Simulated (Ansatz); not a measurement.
# Ga2O3: the cost of one run

Program: Ansatz 0.2.0. Level of theory: DFT PBEsol, scalar-relativistic, plane waves, PAW. These are calculated values, not measurements.

4 further runs of the same task are left out: 4 set aside as unsound or not needed.

## 1. The system as given

The cell holds 39 atoms (Ga15O24): a = 7.541 Å, b = 7.654 Å, c = 8.421 Å, α = 72.48°, β = 75.38°, γ = 67.31°.

The coordinates of this cell stand in the input of its own run.

The host was relaxed before at PBEsol: a = 12.277 Å, b = 3.047 Å, c = 5.811 Å, α = 90.00°, β = 103.71°, γ = 90.00° (conventional cell), 10.560 Å³/atom.

Places, in fractions of the supercell: a vacancy on Ga at (0.849, 0.834, 0.837). Its neighbours start displaced at random by about 0.03 Å.

## 2. Band edges of the host over the zone

The input, input.yaml:

```yaml
crystal:
  lattice:
    - [6.1387134722, -1.5236598588, 0.0036360899]
    - [6.1387134722, 1.5236598588, 0.0036360899]
    - [-1.3804415279, 0.0, 5.6441527271]
  atoms:
    - { symbol: Ga, position: [0.3412681319, 0.3412681319, 0.6854239428] }
    - { symbol: Ga, position: [0.6587318681, 0.6587318681, 0.3145760572] }
    - { symbol: Ga, position: [0.9094817728, 0.9094817728, 0.2046052827] }
    - { symbol: Ga, position: [0.0905182272, 0.0905182272, 0.7953947173] }
    - { symbol: O, position: [0.5037661253, 0.5037661253, 0.7440673777] }
    - { symbol: O, position: [0.4962338747, 0.4962338747, 0.2559326223] }
    - { symbol: O, position: [0.8267789418, 0.8267789418, 0.4372302546] }
    - { symbol: O, position: [0.1732210582, 0.1732210582, 0.5627697454] }
    - { symbol: O, position: [0.1652737577, 0.1652737577, 0.10958921] }
    - { symbol: O, position: [0.8347262423, 0.8347262423, 0.89041079] }
basis:
  ecutwfc: 420
  xc_grid: 2
kpoints:
  mp_grid: { grid: [8, 8, 4] }
  band_path: { path: [VBM, CBM], npoints: 2 }
hamiltonian:
  xc: pbesol
scf:
  occupations: { method: gaussian, width: 0.02 }
output:
  forces: true
  stress: true
  eigenvalues: true
```

Started as:

```bash
> ansatz run input.yaml --threads 8 --pin off --max-ram 16384MiB --backend cpu --events-out ev --progress --plain --runs-dir out
```

What time and memory should one allow on 8 threads of Arm Neoverse V1, shared host?

About 13 s, with a peak of 0.77 GiB.
